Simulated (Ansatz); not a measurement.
Consider the following.

BaSnO₃:
Space group Pm-3m (No. 221); a = b = c = 4.0827 Å, α = β = γ = 90.00°

```
atom  site  symmetry       x       y       z
----  ----  --------  ------  ------  ------
Ba      1a      m-3m  0.0000  0.0000  0.0000
Sn      1b      m-3m  0.5000  0.5000  0.5000
O       3c    4/mm.m  0.0000  0.5000  0.5000
```

This is the LDA-relaxed structure.

Task: All from LDA (plane waves, PAW; program Ansatz), unless another level is named. Give the band gap.

Result: 1.14 eV (indirect).

Task: Next, the formation energy from the elements (no fitted shifts)?

Result: -2.39 eV/atom.

Task: Predict the smallest direct gap on the standard path.

Result: 1.61 eV.

Task: Next, the valence-band maximum?

Result: at R.

Task: Predict the conduction-band minimum.

Result: at Γ.

Task: And the weight of the valence-edge state by species (Voronoi cells)?

Result: O 98 %.

The LDA relaxation kept the symmetry of its start; phonons on a q-mesh show no instability. The references are the lowest solids computed at this level, not always the standard phases (solids in place of the gases). Scalar-relativistic: spin–orbit coupling is off unless named, which matters more the heavier the elements.

Potentials: the later of the program's two PAW sets.
